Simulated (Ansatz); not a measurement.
**An elastic constant from a strain scan in Ag**

Method: DFT PBEsol, scalar-relativistic, plane waves, PAW (Ansatz). The runs took a 420 eV cutoff, a Γ-centred 26×26×26 mesh and Gaussian smearing (0.15 eV). No spin polarisation. Energies are free energies at this smearing, counted from the undisturbed cell; pressure is positive in compression.

Reference structure (relaxed at this level; this bcc form isn't the usual structure):

```
Ag
1.0
    -1.61256    1.61256    1.61256
     1.61256   -1.61256    1.61256
     1.61256    1.61256   -1.61256
Ag
1
Direct
  0.00000 0.00000 0.00000
```

The cell is strained by ε times the Voigt pattern (0, 1, 0, 0, 0, 0) (xx, yy, zz, yz, xz, xy; engineering shear) with fractional coordinates fixed. The cell holds 1 atom in V0 = 16.77 Å³. The stress column is τ = (1/V0) dE/dε, got from the stress tensor σ (compression positive) at each point as −det(1 + εP) σ : P(1 + εP)⁻¹, with P the pattern as a tensor.

| ε | ΔE (meV/atom) | τ (GPa) |
| --- | --- | --- |
| -0.1000 | 75.662 | -17.236 |
| -0.0750 | 38.713 | -11.242 |
| -0.0500 | 15.595 | -6.594 |
| -0.0250 | 3.446 | -2.821 |
| 0.0000 | 0.000 | 0.023 |
| 0.0250 | 3.089 | 2.314 |
| 0.0500 | 11.998 | 4.443 |
| 0.0750 | 25.976 | 6.183 |
| 0.0875 | 34.578 | 6.959 |
| 0.1000 | ? | ? |

Task: Which combination of elastic constants does this scan measure, and how large is it?

Result: For small ε, τ = τ0 + Kε with K = pᵀCp, which for this pattern is C11 in the cubic axes. The parabola through τ at ε = -0.0250, 0 and 0.0250 has slope K = 103 GPa at zero. The energies per cell, E = NΔE, of the same two points give K = 2[E(ε₊)/ε₊ − E(ε₋)/ε₋]/[(ε₊ − ε₋)V0] = 100 GPa, in agreement.

Task: Predict the withheld row at ε = 0.1000 from the harmonic law, and compare.

Result: ΔE = V0(τ0 ε + Kε²/2)/N = 53.995 meV/atom and τ = 10.29 GPa. The calculation gives 44.173 meV/atom and 7.70 GPa: the energy lies 18 % below the harmonic value, as bonds soften when stretched.

In a metal these slopes depend on the k mesh and the smearing.